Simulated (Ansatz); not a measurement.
The calculation used Ansatz, DFT PBE, scalar-relativistic, plane waves, PAW. All cells share a 420 eV cutoff and Γ-centred k meshes spaced at most about 0.3 Å⁻¹ (2π included). No spin polarisation.

These are static total energies at zero pressure.

Two relaxed structures of Mg5ZnO6:

A.

```
CELL_PARAMETERS angstrom
3.01879 0.00000 0.00000
-1.50940 2.61435 0.00000
0.00000 0.00000 14.76733
ATOMIC_POSITIONS crystal
Mg 0.33333 0.66667 0.83230
Mg 0.66667 0.33333 0.16770
Mg 0.33333 0.66667 0.33390
Mg 0.00000 0.00000 0.50000
Mg 0.66667 0.33333 0.66610
Zn 0.00000 0.00000 0.00000
O 0.66667 0.33333 0.91339
O 0.33333 0.66667 0.08661
O 0.00000 0.00000 0.25086
O 0.66667 0.33333 0.41695
O 0.33333 0.66667 0.58305
O 0.00000 0.00000 0.74914
```

B.

```
CELL_PARAMETERS angstrom
3.01862 0.00000 0.00000
0.00000 3.01862 0.00000
0.00000 0.00000 12.79928
ATOMIC_POSITIONS crystal
Mg 0.00000 0.00000 0.66558
Mg 0.50000 0.50000 0.50000
Mg 0.00000 0.00000 0.33442
Mg 0.50000 0.50000 0.16681
Mg 0.50000 0.50000 0.83319
Zn 0.00000 0.00000 0.00000
O 0.00000 0.00000 0.50000
O 0.50000 0.50000 0.33402
O 0.00000 0.00000 0.16910
O 0.50000 0.50000 0.00000
O 0.00000 0.00000 0.83090
O 0.50000 0.50000 0.66598
```

Question: Which placement of the atoms is lower in energy, and by how much?

Answer: They are level within the accuracy (1 meV/atom apart, with B the lower in these runs). The two share one framework of sites and differ in which element sits where. A has Mg and Zn ordered on rock salt sites, space group P-3m1 (No. 164), 9.7 Å³/atom and a gap of 3.30 eV on its mesh; B has Mg and Zn ordered on rock salt sites, space group P4/mmm (No. 123), 9.7 Å³/atom and a gap of 2.68 eV. Counting O atoms around Mg and Zn (those within 1.25 times the shortest such distance or 1.15 times the sum of covalent radii, 1.27 where that leaves under three), A and B both have Mg 6, Zn 6. Both come from invented guesses. Shaken at random and relaxed again, A came back. Shaken at random and relaxed again, B came back. Checks on A: no imaginary mode on a 3×3×1 q mesh. Checks on B: no imaginary mode on a 2×2×1 q mesh.

Kohn–Sham gaps at this level usually fall short of measured ones.
